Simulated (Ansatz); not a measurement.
MgTe (wurtzite): the band gap by level of theory

All numbers come from Ansatz 0.2.0. No magnetic order and no zero-point or thermal motion.

MgTe in the wurtzite structure, relaxed with r2SCAN. Space group P6_3mc (No. 186), hexagonal; conventional cell a = 4.578 Å, c = 7.455 Å, 33.82 Å³ an atom. Around Mg lie 4 Te at 2.80 Å; around Te lie 4 Mg at 2.80 Å.

```
CELL_PARAMETERS angstrom
4.57764 0.00000 0.00000
-2.28882 3.96435 0.00000
0.00000 0.00000 7.45509
ATOMIC_POSITIONS crystal
Mg 0.33333 0.66667 0.99939
Mg 0.66667 0.33333 0.49939
Te 0.33333 0.66667 0.37561
Te 0.66667 0.33333 0.87561
```

Relaxed lattice by functional, symmetry kept:
```json
{"functional": "PBE", "k mesh": "6×6×4", "a (Å)": "4.609", "c (Å)": "7.498", "volume (Å³/atom)": "34.48"}
{"functional": "r2SCAN", "k mesh": "6×6×4", "a (Å)": "4.578", "c (Å)": "7.455", "volume (Å³/atom)": "33.82"}
```

Band edges at fixed r2SCAN geometry:
```csv
level,k mesh,gap (eV),kind,edges,least direct gap (eV),rough cost
PBE,6×6×4,2.46,direct,Γ,2.46,30 core-seconds
PBE+SOC,6×6×4,2.20,indirect,K–Γ (0.98) → Γ,2.20,80 core-seconds
r2SCAN,6×6×4,3.16,indirect,K–Γ (0.98) → Γ,3.16,23 core-seconds
HSE06,6×6×2,3.32,indirect,K–Γ (0.98) → Γ,3.32,5 core-minutes
PBE0,6×6×2,3.96,direct,Γ,3.96,5 core-minutes
"G0W0@PBE (403 empty bands, 120 eV, 6×6×2)",6×6×2,3.67,–,Γ (mesh),–,40 core-minutes
```
PBE: smearing of 0.02 eV; the others have fixed occupations.
Wave cutoffs: 420 eV, 500 eV (r2SCAN).
Points off the special ones are mesh points or PBE's searched band edges, reused at the other levels.
The G0W0 gap is PBE's gap over the path plus the quasiparticle shift read on the mesh. No extrapolation in bands, cutoff or mesh was made for G0W0.
Costs come from shared machines and give only the order; PBE's includes the band path. The runs had 2 threads of Arm Neoverse V1 (shared host).

With HSE06 the valence top lies at K–Γ (0.98 of the way from K) and the conduction bottom at Γ, 3.317 eV higher; the smallest vertical gap, at Γ, is 3.317 eV. Least and direct gap differ so little that the kind isn't settled. Spin-orbit coupling changes the PBE gap by -0.264 eV, to 2.20 eV.

Taking G0W0@PBE (403 empty bands, 120 eV, 6×6×2), 3.67 eV, as the yardstick (a computed one, not at the basis limit), PBE0 comes nearest, +0.29 eV off, at about 13 times r2SCAN's rough cost; G0W0 itself took about 90 times r2SCAN's rough cost. The others: HSE06 -0.35, r2SCAN -0.51, PBE -1.21 eV. The yardstick's own error is a tenth of an eV or more. r2SCAN covers 82 % of the step from PBE to HSE06, while HSE06 needs about 13 times r2SCAN's rough cost (on a coarser mesh). Spin-orbit coupling moves the least or the direct gap by up to 0.26 eV, so it has to be included where a tenth of an eV counts. Direct and least gap lie within 0.04 eV at some levels, so the kind of gap isn't settled.

r2SCAN (ground state on 6×6×4): The electronic dielectric tensor ε∞ is 4.92 along x and y, 5.01 along z. Born charges, averaged over directions: Mg +1.92, Te -1.92 e.

Only the levels marked +SOC include spin-orbit coupling.
